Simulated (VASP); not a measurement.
## From an Ansatz input to VASP: GaSb (zincblende)

Ansatz input

```yaml
crystal:
  lattice:
    - [0.0, 3.0658788, 3.0658788]
    - [3.0658788, 0.0, 3.0658788]
    - [3.0658788, 3.0658788, 0.0]
  atoms:
    - { symbol: Ga, position: [0.0, 0.0, 0.0] }
    - { symbol: Sb, position: [0.25, 0.25, 0.25] }
kpoints:
  mp_grid: { grid: [8, 8, 8] }
  band_path:
    path:
      - [0.0, 0.0, 0.0]
      - [0.5, 0.0, 0.5]
      - [0.5, 0.25, 0.75]
      - [0.375, 0.375, 0.75]
      - [0.5, 0.5, 0.5]
      - [0.625, 0.25, 0.625]
    npoints: 1
hamiltonian:
  xc: pbesol
scf:
  occupations: { method: fermi_dirac, width: 0.02 }
  n_extra_bands: 4
output:
  forces: true
  stress: true
  eigenvalues: true
```

Question: Write VASP inputs for this cell and level of theory.

Answer: 

INCAR

```
GGA = PS
EDIFF = 1E-7
ISMEAR = -1
LREAL = .FALSE.
SIGMA = 0.02
LASPH = .TRUE.
NBANDS = 16
ISIF = 2
LWAVE = .FALSE.
PREC = Accurate
LCHARG = .FALSE.
ENCUT = 520
NSW = 0
IBRION = -1
NELM = 120
```

KPOINTS

```
KPOINTS created by Atomic Simulation Environment
0
Gamma
8 8 8
0 0 0
```

KPOINTS_OPT

```
special points
6
Reciprocal
0.0000000000 0.0000000000 0.0000000000 1
0.5000000000 0.0000000000 0.5000000000 1
0.5000000000 0.2500000000 0.7500000000 1
0.3750000000 0.3750000000 0.7500000000 1
0.5000000000 0.5000000000 0.5000000000 1
0.6250000000 0.2500000000 0.6250000000 1
```

POSCAR

```
Ga Sb
 1.0000000000000000
     0.0000000000000000    3.0658788000269714    3.0658788000269714
     3.0658788000269714    0.0000000000000000    3.0658788000269714
     3.0658788000269714    3.0658788000269714    0.0000000000000000
 Ga  Sb
   1   1
Cartesian
  0.0000000000000000  0.0000000000000000  0.0000000000000000
  1.5329394000134857  1.5329394000134857  1.5329394000134857
```

VASP ran with the recommended PBE PAW datasets (18 valence electrons in the cell). Other inputs would serve too.

|  | Ansatz | VASP |
| --- | --- | --- |
| gap between bands v and c | 0.00 eV | 0.00 eV |
| least direct gap | 0.00 eV | 0.00 eV |
| pressure | -0.5 GPa | -0.4 GPa |

Datasets and cutoffs are each program's own. VASP's cell holds 18 valence electrons and Ansatz's 28. Ansatz's stress includes a Pulay correction; VASP's doesn't.
